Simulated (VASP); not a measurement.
Here is a VASP 6.6.1 calculation.

The input INCAR:

```
SYSTEM = HfN
PREC = Accurate
ENCUT = 450
EDIFF = 1E-6
ISMEAR = 0
SIGMA = 0.02
LREAL = .FALSE.
LASPH = .TRUE.
NELM = 100
ALGO = Fast
ISIF = 2
LWAVE = .FALSE.
LCHARG = .TRUE.
GGA = PE
LELF = .TRUE.
LVHAR = .TRUE.
```

The input KPOINTS:

```
regular mesh
0
G
  6 6 6
  0 0 0
```

File POSCAR:

```
HfN
1.0
    0.0000000000      2.4548220000      2.4548220000
    2.4548220000      0.0000000000      2.4548220000
    2.4548220000      2.4548220000      0.0000000000
Hf N
1 1
Direct
    0.0000000000      0.0000000000      0.0000000000
    0.2500000000      0.2500000000      0.2500000000
```

Potentials or basis: VASP PAW PBE potentials, release 64 (Hf_sv_GW, N_GW).

Run with:

```sh
$ cat potpaw_PBE.64/Hf_sv_GW/POTCAR potpaw_PBE.64/N_GW/POTCAR > POTCAR
$ mpirun -np 1 vasp_std > vasp.out
```

(1) Predict the band gap on the k mesh.

## Answers

(1) none (metal or under the smearing width).

Caveat: the k mesh is coarse (spacing up to 0.37 Å⁻¹), so the values aren't converged.
